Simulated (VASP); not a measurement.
ZnS: relaxation of the atoms with r2SCAN

ZnS:

```xyz
2
Lattice="0.0000 2.7469 2.7469 2.7469 0.0000 2.7469 2.7469 2.7469 0.0000" Properties=species:S:1:pos:R:3 pbc="T T T"
Zn    1.3734    1.3734    1.3734
S     0.0000    0.0000    0.0000
```

The cell isn't the ideal one: a relaxed cell with its volume scaled by 1.06.

| Quantity | Value |
| --- | --- |
| Program | VASP 6.6.1 |
| Task | relaxation of the atoms |
| Functional | r2SCAN |
| Potentials or basis | VASP PAW PBE potentials, release 64 (Zn, S) |
| Cutoff | 600 eV |
| k mesh | 10 × 10 × 10 |
| Occupations | gaussian, width 0.03 eV |
| Spin | no spin polarisation |
| Further INCAR settings | ALGO = Normal; EDIFF = 1e-07; IBRION = 2; EDIFFG = -0.01; NSW = 40 |

```json
{
  "Pressure after relaxing": "-4.0 GPa",
  "Band gap on the k mesh": "2.45 eV, direct"
}
```

Final structure:
```yaml
crystal:
  lattice:
    - [0.00000, 2.74686, 2.74686]
    - [2.74686, 0.00000, 2.74686]
    - [2.74686, 2.74686, 0.00000]
  atoms:
    - { symbol: Zn, position: [0.25000, 0.25000, 0.25000] }
    - { symbol: S, position: [0.00000, 0.00000, 0.00000] }
```

Levels at points of the mesh, in eV from the valence-band top:
| k point | band 7 | band 8 | band 9 | band 10 | band 11 | band 12 |
| --- | --- | --- | --- | --- | --- | --- |
| (0.00, 0.00, 0.00) | 0.00 | 0.00 | 0.00 | 2.45 | 6.93 | 6.93 |
| (0.50, 0.00, 0.00) | -5.06 | -0.82 | -0.82 | 3.71 | 7.42 | 7.42 |
| (0.50, 0.50, 0.00) | -4.42 | -2.10 | -2.10 | 3.83 | 4.48 | 11.39 |

Wall time 94 s on 1 thread of Intel(R) Xeon(R) Platinum 8259CL CPU @ 2.50GHz (Skylake/Cascade Lake), on a shared host, peak memory 0.2 GiB.

Caveat: the relaxation stopped at its first step, so nothing moved; the PAW data sets were made with another functional, which shifts forces and pressure a little.
